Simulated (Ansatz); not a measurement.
simple cubic against fcc along the 4d metals

All numbers below come from DFT, PBEsol, plane waves (420 eV) with PAW, scalar-relativistic (Ansatz). The PAW files were generated under PBE, with cores re-solved for the functional.

Each structure is relaxed within its symmetry, in the lowest magnetic state of the tried starts. Differences under about 8 meV lie within the error of the k-point mesh.

| element | E(simple cubic) − E(fcc) (meV/atom) | V(simple cubic) (Å³/atom) | V(fcc) (Å³/atom) | state of simple cubic | state of fcc |
| --- | --- | --- | --- | --- | --- |
| Y | ? | ? | ? | ? | ? |
| Zr | 844 | 23.50 | 22.24 | spin not included | spin not included |
| Nb | 678 | 19.38 | 18.17 | spin not included | spin not included |
| Mo | 769 | 17.07 | 15.54 | spin not included | spin not included |
| Ru | 1108 | 15.27 | 13.40 | spin not included | spin not included |
| Rh | 890 | 15.64 | 13.51 | spin not included | non-magnetic |
| Pd | 601 | 16.91 | 14.59 | spin not included | spin not included |
| Ag | 401 | 19.37 | 16.64 | spin not included | spin not included |
| Cd | 172 | 24.49 | 20.97 | spin not included | spin not included |

Task: Fill in the row of Y.

Result: E(simple cubic) − E(fcc) (meV/atom): 774; V(simple cubic) (Å³/atom): 32.81; V(fcc) (Å³/atom): 30.91; state of simple cubic: spin not included; state of fcc: spin not included.
